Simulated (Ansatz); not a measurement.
AlN: how strain makes field gradients

```
CELL_PARAMETERS angstrom
0.00000 1.97800 1.97800
1.97800 0.00000 1.97800
1.97800 1.97800 0.00000
ATOMIC_POSITIONS crystal
Al 0.00000 0.00000 0.00000
N 0.50000 0.50000 0.50000
```

Atom numbers follow the list: Al1, N2.

The geometry is COD entry 1523095, unchecked; take it as a test cell.

All numbers below come from DFT, LDA, all-electron PAW with datasets made for the crystal, scalar-relativistic (Ansatz 0.2.0).

The runs use a Γ-centred 10×10×10 k mesh, Fermi–Dirac smearing of 0.02 eV, cutoff 380 eV (chosen by the program for this cell), no spin polarisation.

The strain is applied along the Cartesian axes of the cell as listed (γ is the engineering shear, twice εxy = εyz = εzx). Fractional coordinates are held (clamped ions).

The columns are Cartesian components of the electric field gradient at the nuclei, in 10²¹ V/m².

Only quantities that a quadratic follows smoothly over the whole series are listed; rougher ones are left out.

```
      γ  Vxy at Al1  Vxy at N2
-0.0300        0.11      -0.61
-0.0200        0.07      -0.41
 0.0000        0.00       0.00
 0.0100       -0.04       0.21
 0.0200       -0.07       0.43
 0.0300       -0.11       0.65
```

**Question.** Fit the series and give the gradient–strain slopes.

**Answer.** Least-squares fits y = p0 + p1 x + p2 x² to the rows give Vxy at Al1: p1 = -3.62, p2 = 1.8; Vxy at N2: p1 = 21, p2 = 23. The slopes p1 are in 10²¹ V/m² per unit strain, for clamped ions.

**Question.** One run, at γ = -0.0100, is withheld. Predict its row.

**Answer.** The fits give 0.04, -0.21; the run gave 0.04, -0.21.
